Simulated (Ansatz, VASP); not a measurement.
**ZnO (nc) in VASP and in Ansatz**

File INCAR:

```
PREC     = Accurate       # precision mode
ENCUT    = 600            # plane-wave cutoff, eV
EDIFF    = 1E-7           # SCF threshold, eV
ISMEAR   = 0              # smearing method
SIGMA    = 0.02           # smearing width, eV
LREAL    = False          # projectors in reciprocal space
LASPH    = True           # aspherical terms in the spheres
NELM     = 100            # most SCF steps
ALGO     = Normal         # electronic algorithm
ISIF     = 4              # what is computed and relaxed
LWAVE    = False          # write WAVECAR
LCHARG   = False          # write CHGCAR
GGA      = PE             # functional
IBRION   = 2              # ionic algorithm
NSW      = 50             # ionic steps
EDIFFG   = -0.01          # ionic threshold
```

The input KPOINTS:

```
Automatic mesh
0
Gamma
  9 9 6
```

Contents of POSCAR:

```
ZnO
1.0
    3.2113347345      0.0000000000      0.0000000000
   -1.6056673673      2.7810974601      0.0000000000
    0.0000000000      0.0000000000      5.1812708944
Zn O
2 2
Direct
    0.3333333333      0.6666666667      0.4999058603
    0.6666666667      0.3333333333     -0.0000941397
    0.6666666667      0.3333333333      0.3791041397
    0.3333333333      0.6666666667      0.8791041397
```

Input for Ansatz:

```yaml
crystal:
  lattice:
    - [3.2113347345, 0.0, 0.0]
    - [-1.6056673673, 2.7810974601, 0.0]
    - [0.0, 0.0, 5.1812708944]
  atoms:
    - { symbol: Zn, position: [0.3333333333, 0.6666666667, 0.4999058603] }
    - { symbol: Zn, position: [0.6666666667, 0.3333333333, -9.41397e-05] }
    - { symbol: O, position: [0.6666666667, 0.3333333333, 0.3791041397] }
    - { symbol: O, position: [0.3333333333, 0.6666666667, 0.8791041397] }
basis: {}
kpoints:
  mp_grid: { grid: [9, 9, 6] }
hamiltonian:
  xc: pbe
  pseudopotentials: { kind: nc }
scf:
  occupations: { method: gaussian, width: 0.02 }
output:
  forces: true
  stress: true
  eigenvalues: true
relax:
  adjacent_minimum: "off"
  f_tol: 0.01
  max_steps: 30
  cell: { stress_tol: 0.1, fix: [volume] }
```

Alike in both runs: task relaxation of shape and atoms at fixed volume; functional PBE; k mesh 9 × 9 × 6; occupations gaussian, width 0.02 eV; no spin polarisation.

```csv
,VASP,Ansatz
version,VASP 6.6.1,Ansatz 0.2.0
potentials or method,"VASP PAW PBE potentials, release 64 (Zn, O)","scalar-relativistic, plane waves, norm-conserving pseudopotentials"
plane-wave cutoff (eV),600,1240
valence electrons in the cell,36,52
```

Ansatz gave:

| Item | Value |
| --- | --- |
| gap on the k mesh at the Fermi level, each at its own relaxed structure (eV) | 0.89 |
| relaxed volume (Å³/atom) | 11.57 |
| relaxed cell length with the largest relative difference (Å) | 3.211 |

What did VASP give for the same quantities?

gap on the k mesh at the Fermi level, each at its own relaxed structure (eV): 0.82; relaxed volume (Å³/atom): 11.57; relaxed cell length with the largest relative difference (Å): 3.211.

The two sets of potentials don't hold the same shells in valence.

Caveats: the relaxation stopped at its first step, so nothing moved.
